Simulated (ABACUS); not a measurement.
The system is InAs.

```
In As
1.0
    -3.01800    0.00000    3.01800
     0.00000    3.01800    3.01800
    -3.01800    3.01800    0.00000
In As
1 1
Cartesian
  0.0000 0.0000 0.0000
  -1.5090 1.5090 1.5090
```

Base run:

```yaml
Program: ABACUS 3.10.1
Functional: PBEsol
Potentials_or_basis: SSSP 1.3 efficiency PBE
Cutoff: 748 eV
Density_cutoff: 5987 eV
Basis: plane waves
k_mesh: 6 × 6 × 6
Occupations: fermi-dirac, width 0.05 eV
Spin: no spin polarisation
```

Its results: band gap on the k mesh none (metal or under the smearing width); pressure 1.9 GPa.

Task: After a change of settings the same cell gave: band gap on the k mesh none (metal or under the smearing width); pressure 6.8 GPa. Which change was it?
A. functional from PBEsol to HCTH407; potentials or basis from SSSP 1.3 efficiency PBE to GBRV ultrasoft 1.5 PBE; cutoff from 748 eV to 544 eV; density cutoff from 5987 eV to 4354 eV
B. functional from PBEsol to AM05; potentials or basis from SSSP 1.3 efficiency PBE to PseudoDojo NC SR 0.5 PBE stringent; cutoff from 748 eV to 1429 eV; density cutoff from 5987 eV to 5714 eV; valence electrons from 18 to 44
C. functional from PBEsol to revPBE; potentials or basis from SSSP 1.3 efficiency PBE to PseudoDojo NC SR 0.5 PBE stringent; cutoff from 748 eV to 1429 eV; density cutoff from 5987 eV to 5714 eV; valence electrons from 18 to 44
D. functional from PBEsol to rPW86PBE; potentials or basis from SSSP 1.3 efficiency PBE to Ansatz NC PBE; cutoff from 748 eV to 1143 eV; density cutoff from 5987 eV to 4572 eV; valence electrons from 18 to 28

Result: D.

Caveats: the potentials were made for another functional, which shifts forces and pressure; this crystal is a semiconductor, whose small gap the functional closes, so the metal is an error of the method.

Not every run made on this cell is shown here.
